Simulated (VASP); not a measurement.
Here is a VASP 6.6.1 calculation.

Contents of INCAR:

```
SYSTEM = TePb
PREC     = Accurate       ! precision mode
ENCUT    = 520            ! plane-wave cutoff, eV
EDIFF    = 1E-7           ! SCF threshold, eV
ISMEAR   = 0              ! smearing method
SIGMA    = 0.01           ! smearing width, eV
LREAL    = .False.        ! projectors in reciprocal space
LASPH    = .True.         ! aspherical terms in the spheres
NELM     = 80             ! most SCF steps
ALGO     = Normal         ! electronic algorithm
ISIF     = 2              ! what is computed and relaxed
LWAVE    = .False.        ! write WAVECAR
LCHARG   = .False.        ! write CHGCAR
GGA      = PE             ! functional
NBANDS   = 17             ! bands
```

KPOINTS

```
Automatic mesh
0
Gamma
  4 4 4
  0 0 0
```

The input POSCAR:

```
TePb
1.0
    0.0000000000      3.2678555438      3.2678555438
    3.2678555438      0.0000000000      3.2678555438
    3.2678555438      3.2678555438      0.0000000000
Te Pb
1 1
Direct
    0.5000000000      0.5000000000      0.5000000000
    0.0000000000      0.0000000000      0.0000000000
```

Potentials or basis: VASP PAW PBE potentials, release 64 (Te, Pb_d).

The run is started by

```sh
$ cat potpaw_PBE.64/Te/POTCAR potpaw_PBE.64/Pb_d/POTCAR > POTCAR
$ mpirun -np 1 vasp_std > vasp.out
```

(1) Estimate the band gap on the k mesh.

(2) Estimate the pressure.

Results:

(1) 0.80 eV, direct.

(2) 0.6 GPa.

Caveat: spin-orbit coupling is left out, which moves the levels of the heavy elements.

**Experimental background.**

A printed reference work, monograph reports, for a bulk crystal of TePb at 4.2 K: band gap 0.19 eV (direct).

Against the measured gap of TePb, 0.19 eV (direct; 4.2 K; a printed reference work, monograph), the calculated 0.80 eV is off by +0.61 eV. Spin-orbit coupling on Pb, Te is left out. The value is that of PBE on a finite k mesh, which can miss the band edges, without temperature or zero-point motion.
